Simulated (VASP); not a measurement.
Wanted: the native input for a VASP 6.6.1 run.

```
Task                   : relaxation of cell and atoms
Functional             : PBEsol
Potentials or basis    : VASP PAW PBE potentials, release 64 (Cd, F)
Cutoff                 : 600 eV
k mesh                 : 8 × 8 × 8
Occupations            : gaussian, width 0.01 eV
Spin                   : no spin polarisation
Dipole correction      : no
Further INCAR settings : ALGO = Fast; EDIFF = 1e-06; IBRION = 2; EDIFFG = -0.001; NSW = 80; ISIF = 3
```

The structure of CdF2 lies in POSCAR:

```
CdF2
1.0
    0.0000000000      2.6921171967      2.6921171967
    2.6921171967      0.0000000000      2.6921171967
    2.6921171967      2.6921171967      0.0000000000
Cd F
1 2
Direct
    0.0000000000      0.0000000000      0.0000000000
    0.2500000000      0.2500000000      0.2500000000
    0.7500000000      0.7500000000      0.7500000000
```

The cell isn't the ideal one: cell and atoms relaxed tightly for response.

These files were run (other wordings do the same):

INCAR

```
PREC     = Accurate       # precision mode
ENCUT    = 600            # plane-wave cutoff, eV
EDIFF    = 1E-6           # SCF threshold, eV
ISMEAR   = 0              # smearing method
SIGMA    = 0.01           # smearing width, eV
LREAL    = F              # projectors in reciprocal space
LASPH    = T              # aspherical terms in the spheres
NELM     = 100            # most SCF steps
ALGO     = Fast           # electronic algorithm
ISIF     = 3              # what is computed and relaxed
LWAVE    = F              # write WAVECAR
LCHARG   = F              # write CHGCAR
GGA      = PS             # functional
IBRION   = 2              # ionic algorithm
NSW      = 80             # ionic steps
EDIFFG   = -0.001         # ionic threshold
```

KPOINTS

```
regular mesh
0
Gamma
  8 8 8
```

Potentials or basis: VASP PAW PBE potentials, release 64 (Cd, F).

The run is started by

```console
$ cat potpaw_PBE.64/Cd/POTCAR potpaw_PBE.64/F/POTCAR > POTCAR
$ mpirun -np 1 vasp_std > vasp.out
```

It gave:

```yaml
Relaxed_volume: 13.08 Å³/atom
Relaxed_cell: a = 3.814 Å, b = 3.814 Å, c = 3.814 Å, α = 60.00°, β = 60.00°, γ = 60.00°
Space_group_after_relaxing_to_0.05_Å: Fm-3m (No. 225)
Energy_gained_by_relaxing: 0.1 meV/atom
Ionic_steps: 10
Pressure_after_relaxing: 0.0 GPa
Band_gap_on_the_k_mesh: 2.89 eV, indirect (least direct gap 3.39 eV)
```

Caveat: the PAW data sets were made with another functional, which shifts forces and pressure a little.

Run time: 80 s on 1 thread of Intel(R) Xeon(R) Platinum 8488C (Sapphire Rapids), with other jobs on the host, peak memory 0.18 GiB.
